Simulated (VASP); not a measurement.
Wanted: the native input for a VASP 6.6.1 run.

```
Task                   : single point
Functional             : PBE
Potentials or basis    : VASP PAW PBE potentials, release 64 (Se, Pb_d)
Cutoff                 : 520 eV
k mesh                 : 2 × 2 × 2
Occupations            : fermi-dirac, width 0.05 eV
Spin                   : no spin polarisation
Dipole correction      : no
Further INCAR settings : LREAL = Auto; ALGO = Fast; EDIFF = 1e-07; NBANDS = 86
```

The structure of Pb7Se8 (a cell with a defect) lies in POSCAR:

```
Pb7Se8
1.0
    0.0000000000      6.0969200000      6.0969200000
    6.0969200000      0.0000000000      6.0969200000
    6.0969200000      6.0969200000      0.0000000000
Se Pb
8 7
Direct
    0.2442459471      0.2338948190      0.2754293971
    0.2983266141      0.2542855245      0.7453915256
    0.2247652093      0.7582863971      0.2415016927
    0.2429614461      0.7739853073      0.7379436666
    0.7549624236      0.2619897424      0.2259384246
    0.6999623580      0.2542820801      0.7454085834
    0.7734090328      0.7583119017      0.2414711034
    0.7539367418      0.7241736811      0.7657681255
   -0.0165703339     -0.0097619782      0.4969396023
    0.0144242503      0.5030642521      0.0096887445
   -0.0011996221      0.1113114491      0.8890423361
    0.4990755168     -0.0278231468      0.0275930306
    0.5271706862     -0.0097182676      0.4969403404
    0.4706143430      0.5030558052      0.0097121169
    0.4988885372      0.5416109281      0.4585724431
```

One way to write it, as run:

INCAR

```
SYSTEM = Pb7Se8
PREC = Accurate ; ENCUT = 520
EDIFF = 1E-7 ; ISMEAR = -1
SIGMA = 0.05 ; LREAL = Auto
LASPH = .True. ; NELM = 100
ALGO = Fast ; ISIF = 2
LWAVE = .False. ; LCHARG = .False.
GGA = PE ; NBANDS = 86
```

KPOINTS

```
regular mesh
0
Gamma
  2 2 2
  0 0 0
```

Potentials or basis: VASP PAW PBE potentials, release 64 (Se, Pb_d).

Launch:

```console
$ cat potpaw_PBE.64/Se/POTCAR potpaw_PBE.64/Pb_d/POTCAR > POTCAR
$ mpirun -np 1 vasp_std > vasp.out
```

Results of the run:

The pressure is 0.5 GPa and the largest force is 0.583 eV/Å. The band gap on the k mesh is none (metal or under the smearing width).

Caveat: the k mesh is coarse (spacing up to 0.45 Å⁻¹), so the values aren't converged.

Wall time 8.2 min on 1 thread of AMD EPYC 9R45 (Zen 5), on a shared host, peak memory 0.63 GiB.
